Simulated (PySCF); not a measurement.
# phenylacetylene: calculation against experiment

**Measured values to compare with.**

NIST CCCBDB Release 22 (SRD 101), experimental dipoles lists, for the gas: dipole moment 0.656 D.

The runs below try to reproduce these values; the comparison stands at the end.

Compound: phenylacetylene, C8H6.
Atom-mapped SMILES: `[CH:1]#[C:2][c:3]1[cH:4][cH:5][cH:6][cH:7][cH:8]1` (hydrogens: H9 on C1; H10 on C4; H11 on C5; H12 on C6; H13 on C7; H14 on C8)

Cartesian coordinates in Å at the PBE0-D3(BJ)/def2-TZVP level; atoms count from 1:
```xyz
14
C8H6 angstrom
C      1.903    2.153    1.713
C      1.217    1.379    1.099
C      0.408    0.464    0.370
C     -0.080    0.803   -0.895
C     -0.865   -0.090   -1.601
C     -1.175   -1.329   -1.059
C     -0.695   -1.674    0.197
C      0.092   -0.786    0.910
H      2.516    2.831    2.257
H      0.166    1.772   -1.313
H     -1.239    0.182   -2.582
H     -1.790   -2.027   -1.614
H     -0.934   -2.640    0.625
H      0.470   -1.048    1.890
```

The PySCF runs (gas phase, on this PBE0-D3(BJ)/def2-TZVP geometry; no spin–orbit coupling):

```tsv
level	job	basis functions	wall time
PBE0-D3(BJ)/def2-TZVP, grid level 2	geometry optimisation from a GFN2-xTB start shaken at random	284	2.7 min
B97-2/pcSseg-2	shieldings, ring-centre shieldings	372	37 s
KT3/pcSseg-2	shieldings, ring-centre shieldings	372	57 s
PBE0/pcSseg-2	shieldings, ring-centre shieldings, charges and field gradients	372	40 s
wB97X-D/pcSseg-2	shieldings, ring-centre shieldings	372	50 s
```

Hardware: an AMD EPYC 9R45 with one thread, no GPU, shared host.

## Comparison

**Dipole moment.** Measured: 0.656 D (NIST CCCBDB Release 22 (SRD 101), experimental dipoles).

```tsv
level	computed (D)	computed − measured (D)	% (from the printed values)
PBE0-D3(BJ)/def2-TZVP	0.740	+0.084	+13
B97-2/pcSseg-2	0.730	+0.074	+11
KT3/pcSseg-2	0.721	+0.065	+10
PBE0/pcSseg-2	0.729	+0.073	+11
wB97X-D/pcSseg-2	0.725	+0.069	+11
```

All 5 levels lie above the measurement. The computed dipoles belong to one fixed geometry; measured ones are averaged over vibrations unless marked μe. Magnitudes are compared, not signs.

The geometry is computed, not the measured one. Where a level misses, the cause wasn't examined.
